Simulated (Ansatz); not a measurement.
Write the native input for Ansatz 0.2.0 that does the following.

```
Task                                : band structure
Functional                          : PBE
Potentials or basis                 : Ansatz PAW
Cutoff                              : 420 eV (not typed: the program's choice for these potentials)
k mesh                              : 10 × 10 × 8
Occupations                         : fermi-dirac, width 0.05 eV
Spin                                : no spin polarisation
Path                                : [["G", "M", "K", "G", "A", "L", "H", "A"], ["L", "M"], ["K", "H"]]
Points for each segment of the path : 14
```

Crystal: TiB2.

```
Ti B
1.0
     3.02920    0.00000    0.00000
    -1.51460    2.62336    0.00000
     0.00000    0.00000    3.22840
Ti B
1 2
Direct
  0.00000 0.00000 0.00000
  0.66667 0.33333 0.50000
  0.33333 0.66667 0.50000
```

One way to write it, as run:

input.yaml

```yaml
crystal:
  lattice:
    - [3.0292, 0.0, 0.0]
    - [-1.5146, 2.6233641531, 0.0]
    - [0.0, 0.0, 3.2284]
  atoms:
    - { symbol: Ti, position: [0.0, 0.0, 0.0] }
    - { symbol: B, position: [0.6666666667, 0.3333333333, 0.5] }
    - { symbol: B, position: [0.3333333333, 0.6666666667, 0.5] }
hamiltonian:
  xc: pbe
  pseudopotentials: { kind: paw }
kpoints:
  mp_grid: { grid: [10, 10, 8] }
  band_path:
    path:
      - [[0.0, 0.0, 0.0], [0.5, 0.0, 0.0], [0.3333333333, 0.3333333333, 0.0], [0.0, 0.0, 0.0], [0.0, 0.0, 0.5], [0.5, 0.0, 0.5], [0.3333333333, 0.3333333333, 0.5], [0.0, 0.0, 0.5]]
      - [[0.5, 0.0, 0.5], [0.5, 0.0, 0.0]]
      - [[0.3333333333, 0.3333333333, 0.0], [0.3333333333, 0.3333333333, 0.5]]
    npoints: 14
scf:
  occupations: { method: fermi_dirac, width: 0.05 }
  n_extra_bands: 7
output:
  forces: true
  stress: true
  eigenvalues: true
  fatbands: false
```

Potentials or basis: Ansatz PAW.

The run is started by

```console
$ ansatz run input.yaml --threads 2 --pin off --max-ram 5632MiB --backend cpu --events-out ev --progress --plain --runs-dir out
```

It gave:

```yaml
Pressure: 0.3 GPa
Band_gap_on_the_k_mesh: none (metal or under the smearing width)
```

Run time: 1.4 s on 2 threads of Arm Neoverse V2, with other jobs on the host, peak memory 0.3 GiB.
